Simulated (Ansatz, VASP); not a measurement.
## Hg in VASP and in Ansatz

The input INCAR:

```
SYSTEM = Hg
PREC = Accurate
ENCUT = 520
EDIFF = 1E-7
ISMEAR = 0
SIGMA = 0.15
LREAL = .FALSE.
LASPH = .TRUE.
NELM = 60
ALGO = Fast
ISIF = 2
LWAVE = .FALSE.
LCHARG = .FALSE.
GGA = PE
IVDW = 12
NBANDS = 12
```

The input KPOINTS:

```
regular mesh
0
G
  18 18 18
  0 0 0
```

Contents of POSCAR:

```
Hg
1.0
   -2.1731797500      2.1731797500      1.7121451000
    2.1731797500     -2.1731797500      1.7121451000
    2.1731797500      2.1731797500     -1.7121451000
Hg
1
Direct
    0.0000000000      0.0000000000      0.0000000000
```

Input for Ansatz:

```yaml
crystal:
  lattice:
    - [-2.17317975, 2.17317975, 1.7121451]
    - [2.17317975, -2.17317975, 1.7121451]
    - [2.17317975, 2.17317975, -1.7121451]
  atoms:
    - { symbol: Hg, position: [0.0, 0.0, 0.0] }
basis:
  ecutwfc: 420
kpoints:
  mp_grid: { grid: [18, 18, 18] }
hamiltonian:
  xc: pbe
  dispersion: d3bj
scf:
  occupations: { method: gaussian, width: 0.15 }
output:
  forces: true
  stress: true
  eigenvalues: true
```

Change from the starting cell: strain +0.050 along x and y, -0.050 along z, atoms carried along.

Alike in both runs: task single point; functional PBE; dispersion D3(BJ); k mesh 18 × 18 × 18; occupations gaussian, width 0.15 eV; no spin polarisation.

|  | VASP | Ansatz |
| --- | --- | --- |
| version | VASP 6.6.1 | Ansatz 0.2.0 |
| potentials or method | VASP PAW PBE potentials, release 64 (Hg) | scalar-relativistic, plane waves, PAW |
| plane-wave cutoff (eV) | 520 | 420 |
| valence electrons in the cell | 12 | 20 |

|  | VASP | Ansatz | Ansatz less VASP |
| --- | --- | --- | --- |
| gap on the k mesh at the Fermi level (eV) | none | none | - |
| pressure (GPa) | -1.9 | -1.9 | -0.05 |
| largest component of the traceless stress (GPa) | 0.65 | 0.64 | -0.018 |

A gap of «none» marks a metal or a gap that the smearing closes. The two sets of potentials don't hold the same shells in valence.

Caveats: pairwise dispersion overbinds metals, which lowers pressure and volume. Spin-orbit coupling is left out, which matters for the levels of Hg.
